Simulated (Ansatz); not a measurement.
Band structure of InN (F-43m, 2 atoms in the cell).

```xyz
2
Lattice="0.0000 2.4441 2.4441 2.4441 0.0000 2.4441 2.4441 2.4441 0.0000" Properties=species:S:1:pos:R:3 pbc="T T T"
In     0.0000     0.0000     0.0000
N      1.2221     1.2221     1.2221
```

Computed with PBE (plane waves, PAW; Ansatz, a first-principles code).

Settings: kpoints.mp_grid.grid = 15 15 15; hamiltonian.xc = pbe; hamiltonian.pseudopotentials = {kind: paw} (the program's default PAW files); scf.occupations.method = fermi_dirac; scf.occupations.width = 0.1 eV; kpoints.band_path.npoints = 8.

The starting cell comes from a database of computed structures (which also holds hypothetical and non-ambient phases and stackings), without a prior relaxation at this level. Its lattice was rescaled by a random factor within 2.5 % of one. The run gives no clean gap (levels at the Fermi energy touch, overlap or are partly filled at this smearing), which alone does not show that the compound is a metal.

Levels in eV from the Fermi level, bands 6 to 12:
```json
[
 {"point": "Γ", "6": "-13.40", "7": "-0.56", "8": "-0.33", "9": "-0.33", "10": "-0.33", "11": "9.45", "12": "9.45"},
 {"point": "X", "6": "-11.32", "7": "-5.58", "8": "-2.84", "9": "-2.84", "10": "2.60", "11": "6.04", "12": "8.98"},
 {"point": "W", "6": "-10.96", "7": "-5.38", "8": "-3.65", "9": "-3.40", "10": "5.01", "11": "6.69", "12": "8.27"},
 {"point": "K", "6": "-11.09", "7": "-5.51", "8": "-4.01", "9": "-2.34", "10": "4.08", "11": "6.27", "12": "8.59"},
 {"point": "L", "6": "-11.67", "7": "-6.53", "8": "-1.27", "9": "-1.27", "10": "3.05", "11": "6.37", "12": "9.42"},
 {"point": "U", "6": "-11.09", "7": "-5.51", "8": "-4.01", "9": "-2.34", "10": "4.08", "11": "6.27", "12": "8.59"}
]
```

Bands cross the Fermi level along this path, so the cell is metallic at this level.

Keys are those of Ansatz 0.2.
